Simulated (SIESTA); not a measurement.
Set up this calculation in SIESTA 5.4.2, as the native input.

- Task: single point
- Functional: PBE
- Potentials or basis: SG15 1.2 (PBE files) or PseudoDojo by element
- Basis: DZP (energy shift 0.003 Ry; two zetas on semicore shells)
- Grid cutoff: 800 Ry
- Energy shift: 0.003 Ry
- k mesh: 12 × 12 × 7
- Occupations: fermi-dirac, width 0.05 eV
- Spin: collinear spin, ferromagnetic start
- Starting moments: [2.0, 2.0] μB

Crystal: Co.

```xyz
2
Lattice="2.4720 0.0000 0.0000 -1.2360 2.1408 0.0000 0.0000 0.0000 4.0211" Properties=species:S:1:pos:R:3 pbc="T T T"
Co    1.2360    0.7136    3.0159
Co    0.0000    1.4272    1.0053
```

One way to write it, as run:

Co.fdf

```
SystemName                      Co
SystemLabel                     Co
NumberOfSpecies                 1
NumberOfAtoms                   2
%block ChemicalSpeciesLabel
  1  27 Co
%endblock ChemicalSpeciesLabel
%include structure.fdf

%block kgrid.MonkhorstPack
   12   0   0  0.0
    0  12   0  0.0
    0   0   7  0.0
%endblock kgrid.MonkhorstPack
XC.Functional                   GGA
XC.Authors                      PBE
PAO.BasisSize                   DZP
PAO.EnergyShift                 0.003 Ry
Mesh.Cutoff                     800 Ry
Spin                            polarized
%block DM.InitSpin
    1   2.000
    2   2.000
%endblock DM.InitSpin
OccupationFunction              FD
ElectronicTemperature           0.05 eV
MaxSCFIterations                200
SCF.MustConverge                false
SCF.Mixer.Method                Pulay
SCF.Mixer.Weight                0.1
SCF.Mixer.History               10
SCF.DM.Tolerance                5.0e-05
SCF.H.Tolerance                 1.0e-03 eV
WriteForces                     true
Charge.Mulliken                 end
Charge.Hirshfeld                end
Charge.Voronoi                  end
SaveRho                         true
SaveElectrostaticPotential      true
%block PAO.Basis
  Co 5
  n=3 0 2
    2.527 0.000
  n=4 0 2
    6.762 0.000
  n=3 1 2
    2.833 0.000
  n=4 1 1
    6.762
  n=3 2 2
    4.640 0.000
%endblock PAO.Basis
```

structure.fdf

```
LatticeConstant                 1.0 Ang
%block LatticeVectors
     2.4719999032     0.0000000000     0.0000000000
    -1.2359999516     2.1408147143     0.0000000000
     0.0000000000     0.0000000000     4.0211440800
%endblock LatticeVectors
AtomicCoordinatesFormat         Fractional
%block AtomicCoordinatesAndAtomicSpecies
     0.6666666667     0.3333333333     0.7500000000  1  Co
     0.3333333333     0.6666666667     0.2500000000  1  Co
%endblock AtomicCoordinatesAndAtomicSpecies
```

Potentials or basis: SG15 1.2 (PBE files) or PseudoDojo by element, DZP (energy shift 0.003 Ry; two zetas on semicore shells).

Launch:

```console
$ siesta < Co.fdf > Co.out 2>&1
```

It gave:

```
Pressure               : 7.6 GPa
Band gap on the k mesh : none (metal or under the smearing width)
Net moment             : 3.24 μB per cell
Site moments           : Co +1.62 μB
```

Caveat: the basis of atomic orbitals isn't converged, which shifts pressures, moduli and gaps.

It took 88 s on 1 thread of Intel(R) Xeon(R) 6975P-C (Granite Rapids), with other jobs on the host, peak memory 0.29 GiB.
